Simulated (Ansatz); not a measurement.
# RbBr: how the settings move a single-point run

Aim: see which settings change the result for RbBr, by how much, and at what cost. The cell is built on a prototype (zincblende) and needn't be the phase found in nature.

Program: Ansatz 0.2.0. Level of theory: reference: DFT, PBEsol, plane waves, PAW. These are calculated values, not measurements.

2 further runs of the same task are left out: 2 that didn't finish. Runs told in other sessions of the task aren't counted.

### 1 The system as given

It takes space group F-43m (No. 216, cubic). Conventional cell: a = 7.739 Å, b = 7.739 Å, c = 7.739 Å, α = 90.00°, β = 90.00°, γ = 90.00°. Rb (site symmetry -43m) has 4 Br at 3.35 Å in its first shell of neighbours. Around Br (site symmetry -43m) lie 4 Rb at 3.35 Å.

Coordinates:

```
CELL_PARAMETERS angstrom
0.00000 3.86950 3.86950
3.86950 0.00000 3.86950
3.86950 3.86950 0.00000
ATOMIC_POSITIONS crystal
Rb 0.00000 0.00000 0.00000
Br 0.25000 0.25000 0.25000
```

### 2 Reference

Contents of input.yaml:

```yaml
crystal:
  lattice:
    - [0.0, 3.8694968646, 3.8694968646]
    - [3.8694968646, 0.0, 3.8694968646]
    - [3.8694968646, 3.8694968646, 0.0]
  atoms:
    - { symbol: Rb, position: [0.0, 0.0, 0.0] }
    - { symbol: Br, position: [0.25, 0.25, 0.25] }
kpoints:
  mp_grid: { grid: [4, 4, 4] }
hamiltonian:
  xc: pbesol
scf:
  occupations: { method: fixed }
  n_extra_bands: 4
output:
  forces: true
  stress: true
  eigenvalues: true
```

Run with:

```console
$ ansatz run input.yaml --threads 4 --pin off --max-ram 3686MiB --backend cpu --events-out ev --progress --plain --runs-dir out
```

### 3 Variant: exchange pbe, correlation pbe, coeff 0.05, omega 0.3

input.yaml: that of step 2 with these lines changed.

```diff
@@ -11,3 +11,3 @@
 hamiltonian:
-  xc: pbesol
+  xc: { exchange: pbe, correlation: pbe, exx: { coeff: 0.05, omega: 0.3 } }
 scf:
```

### 4 Changed: xc cam_b3lyp

input.yaml: that of step 2 with these lines changed.

```diff
@@ -11,3 +11,3 @@
 hamiltonian:
-  xc: pbesol
+  xc: cam_b3lyp
 scf:
```

### 5 Variant: exchange pbe, correlation pbe, coeff 0.75, omega 0.2078

input.yaml: that of step 2 with these lines changed.

```diff
@@ -11,3 +11,6 @@
 hamiltonian:
-  xc: pbesol
+  xc:
+    exchange: pbe
+    correlation: pbe
+    exx: { coeff: 0.75, omega: 0.2078 }
 scf:
```

**Question.** What will these runs give? Wanted: for each run, ending; energy change; pressure; gap; force.

**Answer**, as computed:

```csv
run,ending,energy change,pressure (GPa),gap (eV),force (eV/Å),cycles,time
reference,converged,-,-0.3,4.12,0.00,6,0.89 s
"1: exchange pbe, correlation pbe, coeff 0.05, omega 0.3",converged,not comparable,0.2,4.25,0.00,9,13 s
2: xc cam_b3lyp,converged,not comparable,0.1,7.83,0.00,13,19 s
"3: exchange pbe, correlation pbe, coeff 0.75, omega 0.2078",converged,not comparable,-0.1,7.49,0.00,18,19 s
```

Residual by cycle in the longest SCF loop of each run; runs are numbered as in the table. The quantity is the density residual dr2, in eV.

```csv
cycle,reference,run 1,run 2,run 3
1,6.2e-4,3.6e-4,0.00169,1.8e-5
2,8.6e-5,2.9e-5,0.00167,2.7e-6
3,1.0e-5,5.3e-6,3.0e-4,1.4e-6
4,5.6e-8,4.2e-7,6.6e-5,2.1e-7
5,4.5e-9,1.3e-8,1.6e-5,1.4e-7
6,8.6e-11,-,4.3e-6,2.1e-8
7,-,-,-,1.7e-8
8,-,-,-,4.0e-9
```

**Reading.** The totals of these runs aren't set against each other here.
